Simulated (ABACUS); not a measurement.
## Ga in ABACUS: the effect of functional

Ga:

```xyz
1
Lattice="-1.3844 1.3844 2.3112 1.3844 -1.3844 2.3112 1.3844 1.3844 -2.3112" Properties=species:S:1:pos:R:3 pbc="T T T"
Ga    0.0000    0.0000    0.0000
```

This isn't the form of Ga at room conditions, which is orthorhombic.

Alike in all runs:

```yaml
Program: ABACUS 3.10.1
Task: equation of state
Potentials_or_basis: SG15 ONCV 1.2 PBE
Cutoff: 1102 eV
Density_cutoff: 4408 eV
Basis: plane waves
k_mesh: 9 × 9 × 9
Occupations: fermi-dirac, width 0.05 eV
Spin: no spin polarisation
```

| functional | V0 of scaled cells (Å³/atom) | B0 (GPa) |
| --- | --- | --- |
| LDA | 17.06 | 68 |
| PBEsol | 17.78 | 61 |
| TPSS | 18.09 | 57 |
| r2SCAN | ? | ? |

What does the run with functional r2SCAN give?

V0 of scaled cells 17.80 Å³/atom; B0 57 GPa.

Caveats: the cell was scaled at fixed shape and fractional positions, which overstates the stiffness of a crystal with free parameters, most of all of layers and chains; the potentials were made for another functional, which shifts forces and pressure.
